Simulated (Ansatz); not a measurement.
## Ca started on an O site in rocksalt CaO, 64 atoms, charge −2

Method: DFT, PBEsol, PAW, plane waves in Ansatz 0.2.0.

Command:

```sh
ansatz run in.yaml --threads 8 --pin off --max-ram 118750MiB --runs-dir r --events-out ev --progress --plain --backend cuda --devices 0, --max-vram 170GiB
```

The input less its lattice and atoms:

```yaml
crystal:
  symmetry: { detect: false }
kpoints:
  mp_grid: { grid: [1, 1, 1], shift: [0.25, 0.25, 0.25] }
hamiltonian:
  xc: pbesol
total_charge: -2
scf:
  occupations: { method: fermi_dirac, width: 0.01 }
relax:
  f_tol: 0.03
  max_steps: 80
  escape_saddle: false
  adjacent_minimum: "off"
output:
  forces: true
  eigenvalues: true
  populations: true
  charged_corrections: { epsilon: 11.9 }
```

Start:

```
O Ca
1.0
     9.53520    0.00000    0.00000
     0.00000    9.53520    0.00000
     0.00000    0.00000    9.53520
O Ca
31 33
Direct
  0.24907 0.99976 0.00349
  0.24598 0.00176 0.50105
  0.25059 0.49809 0.00065
  0.74852 0.00258 0.00193
  0.75143 0.00243 0.50264
  0.75234 0.49907 0.99482
  0.74872 0.50424 0.49932
  0.99982 0.25090 0.00090
  0.99758 0.25331 0.50219
  0.99683 0.75090 0.99404
  0.99986 0.74808 0.49603
  0.49945 0.24615 0.00078
  0.49927 0.24920 0.50337
  0.50212 0.74683 0.00050
  0.49846 0.74901 0.49615
  0.00306 0.00077 0.25226
  0.99798 0.00199 0.74988
  0.00115 0.50404 0.25251
  0.00070 0.49916 0.74890
  0.50052 0.99972 0.24884
  0.50020 0.00025 0.75157
  0.49966 0.50162 0.24659
  0.49935 0.49742 0.75507
  0.24884 0.24830 0.24967
  0.25008 0.24979 0.74620
  0.25619 0.74872 0.25296
  0.25033 0.74966 0.74940
  0.74708 0.25121 0.24532
  0.75062 0.24745 0.74775
  0.75017 0.74947 0.24960
  0.75022 0.74831 0.75061
  0.24816 0.49756 0.50340
  0.99495 0.00151 0.00272
  0.00219 0.99772 0.49725
  0.99950 0.49948 0.99758
  0.99804 0.50345 0.50183
  0.49889 0.99544 0.99836
  0.50049 0.99720 0.49982
  0.49801 0.50032 0.99671
  0.50151 0.49762 0.49868
  0.24872 0.24676 0.99923
  0.25378 0.25147 0.50187
  0.25248 0.75018 0.99725
  0.24633 0.75224 0.49969
  0.75002 0.24893 0.99818
  0.74436 0.25340 0.49641
  0.75121 0.75124 0.00050
  0.74475 0.75356 0.49846
  0.25075 0.99817 0.25255
  0.25147 0.00100 0.75142
  0.24884 0.50286 0.25062
  0.25117 0.49764 0.74918
  0.74886 0.99989 0.24912
  0.75526 0.00170 0.74799
  0.74885 0.50172 0.25103
  0.74944 0.49715 0.74707
  0.99989 0.25011 0.25014
  0.99921 0.25011 0.74839
  0.99751 0.74664 0.25254
  0.99979 0.75074 0.75095
  0.49834 0.24862 0.24535
  0.50025 0.24784 0.75066
  0.50083 0.75139 0.25057
  0.50501 0.75074 0.74783
```

Steps:

| step | energy less the first (eV) | largest force component (eV/Å) |
| --- | --- | --- |
| start | 0.000 | 1.201 |
| 1 | -0.378 | 0.917 |
| 2 | -0.887 | 0.070 |
| 3 | -0.888 | 0.086 |
| 4 | -0.892 | 0.015 |

A structure on the way, about -0.38 eV from the start:

```xyz
64
Lattice="9.5352 0.0000 0.0000 0.0000 9.5352 0.0000 0.0000 0.0000 9.5352" Properties=species:S:1:pos:R:3 pbc="T T T"
O     2.4268    0.0163    9.4858
O     2.3548    9.5171    4.7212
O     2.3833    4.7884    9.5208
O     7.2082    9.5271    0.0088
O     7.1175    9.4632    4.7566
O     7.1707    4.7509    0.0088
O     7.1427    4.7123    4.7811
O     9.5284    2.3544    9.5339
O     9.4984    2.3576    4.7478
O     9.4889    7.1467    9.5185
O     0.0083    7.1941    4.7586
O     4.7717    2.4047    0.0053
O     4.8303    2.3687    4.7698
O     4.7493    7.2071    9.5295
O     4.8664    7.2310    4.7687
O     9.5090    0.0135    2.3676
O     9.4737    9.5260    7.1511
O     9.5063    4.7894    2.3334
O     9.4870    4.7541    7.1777
O     4.7703    9.5248    2.3850
O     4.7283    9.5254    7.1631
O     4.8256    4.7564    2.3535
O     4.8048    4.7649    7.2204
O     2.4033    2.3406    2.3378
O     2.3839    2.3405    7.1835
O     2.3719    7.1899    2.3518
O     2.3486    7.2083    7.2047
O     7.1674    2.3665    2.4185
O     7.1496    2.3921    7.2025
O     7.1477    7.1528    2.3647
O     7.0942    7.1856    7.1437
Ca    2.3807    4.7409    4.7674
Ca    0.0573    9.5144    9.5283
Ca    0.0094    0.0220    4.7428
Ca    0.0170    4.7461    9.5119
Ca    9.4701    4.7749    4.7675
Ca    4.8000    0.0451    9.5307
Ca    4.7160    0.0380    4.7721
Ca    4.7424    4.8189    0.0050
Ca    4.8245    4.7847    4.7695
Ca    2.3830    2.4210    0.0073
Ca    2.4097    2.3123    4.7810
Ca    2.3549    7.1445    9.5323
Ca    2.4181    7.1987    4.7714
Ca    7.1438    2.3913    0.0515
Ca    7.1721    2.3367    4.8093
Ca    7.1325    7.1074    9.5139
Ca    7.1990    7.0646    4.7567
Ca    2.3610    0.0051    2.3534
Ca    2.3397    0.0054    7.0743
Ca    2.3976    4.7820    2.3022
Ca    2.3821    4.7611    7.1903
Ca    7.1282    0.0015    2.3830
Ca    7.1364    0.0400    7.1068
Ca    7.1511    4.7575    2.4158
Ca    7.1465    4.7879    7.1614
Ca    0.0674    2.4248    2.4140
Ca    0.0235    2.3986    7.0775
Ca    0.0136    7.1084    2.4300
Ca    9.5206    7.1067    7.1496
Ca    4.7506    2.4068    2.3776
Ca    4.7385    2.4044    7.1247
Ca    4.7074    7.1022    2.4120
Ca    4.7073    7.1157    7.1249
```

End:

```xyz
64
Lattice="9.5352 0.0000 0.0000 0.0000 9.5352 0.0000 0.0000 0.0000 9.5352" Properties=species:S:1:pos:R:3 pbc="T T T"
O     2.3816    9.5343    9.5321
O     2.3817    9.5345    4.7644
O     2.3816    4.7668    9.5320
O     7.1492    9.5344    9.5321
O     7.1493    9.5343    4.7645
O     7.1493    4.7668    9.5320
O     7.1494    4.7669    4.7644
O     9.5288    2.3788    9.5341
O     9.4891    2.3391    4.7636
O     9.5286    7.1551    9.5323
O     9.4864    7.1974    4.7647
O     4.7698    2.3786    9.5317
O     4.8124    2.3360    4.7639
O     4.7695    7.1548    9.5299
O     4.8095    7.1947    4.7652
O     9.5288    0.0012    2.3765
O     9.5285    9.5347    7.1526
O     9.4895    4.7660    2.3369
O     9.4860    4.7672    7.1953
O     4.7699    9.5341    2.3761
O     4.7695    9.5323    7.1524
O     4.8126    4.7665    2.3334
O     4.8092    4.7677    7.1919
O     2.3811    2.3387    2.3363
O     2.3815    2.3366    7.1947
O     2.3816    7.1969    2.3344
O     2.3818    7.1949    7.1924
O     7.1516    2.3785    2.3761
O     7.1491    2.3789    7.1523
O     7.1493    7.1547    2.3765
O     7.1469    7.1551    7.1527
Ca    2.3815    4.7668    4.7643
Ca    0.0017    9.5344    9.5320
Ca    9.5262    0.0003    4.7647
Ca    9.5264    4.7671    9.5334
Ca    9.4492    4.7705    4.7687
Ca    4.7614    9.5343    9.5317
Ca    4.7720    9.5332    4.7641
Ca    4.7720    4.7665    9.5306
Ca    4.8486    4.7628    4.7600
Ca    2.3819    2.3763    9.5324
Ca    2.3853    2.2993    4.7660
Ca    2.3815    7.1573    9.5316
Ca    2.3776    7.2343    4.7625
Ca    7.1492    2.3870    9.5319
Ca    7.1503    2.3762    4.7644
Ca    7.1489    7.1465    9.5319
Ca    7.1480    7.1573    4.7644
Ca    2.3820    9.5348    2.3737
Ca    2.3813    9.5340    7.1550
Ca    2.3860    4.7685    2.2972
Ca    2.3773    4.7650    7.2311
Ca    7.1491    9.5343    2.3846
Ca    7.1490    9.5344    7.1441
Ca    7.1507    4.7668    2.3739
Ca    7.1478    4.7667    7.1549
Ca    0.0210    2.4056    2.4035
Ca    0.0208    2.4065    7.1260
Ca    0.0207    7.1286    2.4038
Ca    0.0197    7.1278    7.1257
Ca    4.7434    2.4059    2.4034
Ca    4.7421    2.4054    7.1246
Ca    4.7424    7.1271    2.4030
Ca    4.7419    7.1276    7.1249
```

The calculation finished and met its thresholds.

Time: 4.2 s of wall time on one NVIDIA GB200 with 8 processor threads, on a host shared with other runs; peak host memory 1.8 GiB.

Task: How much energy did the relaxation gain, and which atom moved most?

Result: 0.89 eV in 4 steps, from a start with small random displacements; atom 26 (O) moved 0.11 Å, the median atom 0.05 Å (drift of the whole cell removed).

The one k point has no symmetry partners, which can distort the end along one axis.
